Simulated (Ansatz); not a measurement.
Here is an Ansatz 0.2.0 calculation.

File input.yaml:

```yaml
crystal:
  lattice:
    - [3.811, 0.0, 0.0]
    - [-1.9055, 3.3004228138, 0.0]
    - [0.0, 0.0, 6.136]
  atoms:
    - { symbol: Sn, position: [0.0, 0.0, 0.0] }
    - { symbol: Se, position: [0.6666666667, 0.3333333333, 0.751] }
    - { symbol: Se, position: [0.3333333333, 0.6666666667, 0.249] }
hamiltonian:
  xc: r2scan
  pseudopotentials: { kind: paw_fr }
magnetization:
  noncollinear: true
  spin_orbit: true
kpoints:
  mp_grid: { grid: [6, 6, 4] }
  band_path:
    path:
      - [[0.0, 0.0, 0.0], [0.5, 0.0, 0.0], [0.3333333333, 0.3333333333, 0.0], [0.0, 0.0, 0.0], [0.0, 0.0, 0.5], [0.5, 0.0, 0.5], [0.3333333333, 0.3333333333, 0.5], [0.0, 0.0, 0.5]]
      - [[0.5, 0.0, 0.5], [0.5, 0.0, 0.0]]
      - [[0.3333333333, 0.3333333333, 0.0], [0.3333333333, 0.3333333333, 0.5]]
    npoints: 14
scf:
  occupations: { method: fermi_dirac, width: 0.05 }
  n_extra_bands: 7
output:
  forces: true
  stress: true
  eigenvalues: true
  fatbands: true
```

Potentials or basis: Ansatz PAW.

Command:

```bash
$ ansatz run input.yaml --threads 2 --pin off --max-ram 5632MiB --backend cpu --events-out ev --progress --plain --runs-dir out
```

Task: Predict the pressure.

Result: 3.6 GPa.

Task: Predict the largest force.

Result: 0.512 eV/Å.

Task: Estimate the band gap on the k mesh.

Result: 1.07 eV, indirect (least direct gap 1.49 eV).

Task: What does it give for the band gap along the path?

Result: 1.00 eV, indirect (least direct gap 1.49 eV).

Levels at the corners of the path, in eV from the valence-band top:
| point | band 42 | band 43 | band 44 | band 45 | band 46 | band 47 | band 48 | band 49 | band 50 | band 51 |
| --- | --- | --- | --- | --- | --- | --- | --- | --- | --- | --- |
| Γ | -0.62 | -0.35 | -0.35 | -0.02 | -0.02 | 1.48 | 1.48 | 3.35 | 3.35 | 4.78 |
| M | -2.77 | -1.27 | -1.27 | -0.38 | -0.38 | 1.36 | 1.36 | 4.22 | 4.22 | 5.86 |
| K | -3.51 | -1.64 | -1.64 | -1.58 | -1.58 | 1.65 | 1.65 | 7.02 | 7.02 | 7.22 |
| Γ | -0.62 | -0.35 | -0.35 | -0.02 | -0.02 | 1.48 | 1.48 | 3.35 | 3.35 | 4.78 |
| A | -0.72 | -0.46 | -0.46 | -0.19 | -0.19 | 2.77 | 2.77 | 3.33 | 3.33 | 4.52 |
| L | -2.05 | -0.99 | -0.99 | -0.71 | -0.71 | 1.09 | 1.09 | 4.66 | 4.66 | 5.24 |
| H | -3.89 | -0.50 | -0.50 | -0.41 | -0.41 | 2.79 | 2.79 | 5.10 | 5.10 | 5.29 |
| A | -0.72 | -0.46 | -0.46 | -0.19 | -0.19 | 2.77 | 2.77 | 3.33 | 3.33 | 4.52 |
| L | -2.05 | -0.99 | -0.99 | -0.71 | -0.71 | 1.09 | 1.09 | 4.66 | 4.66 | 5.24 |
| M | -2.77 | -1.27 | -1.27 | -0.38 | -0.38 | 1.36 | 1.36 | 4.22 | 4.22 | 5.86 |
| K | -3.51 | -1.64 | -1.64 | -1.58 | -1.58 | 1.65 | 1.65 | 7.02 | 7.02 | 7.22 |
| H | -3.89 | -0.50 | -0.50 | -0.41 | -0.41 | 2.79 | 2.79 | 5.10 | 5.10 | 5.29 |

Caveat: the k mesh misses the band edges, so the gap on the mesh is wider than the one along the path; the PAW data sets come from PBE, with cores solved anew for the run's functional, which leaves a small shift of forces and pressure.
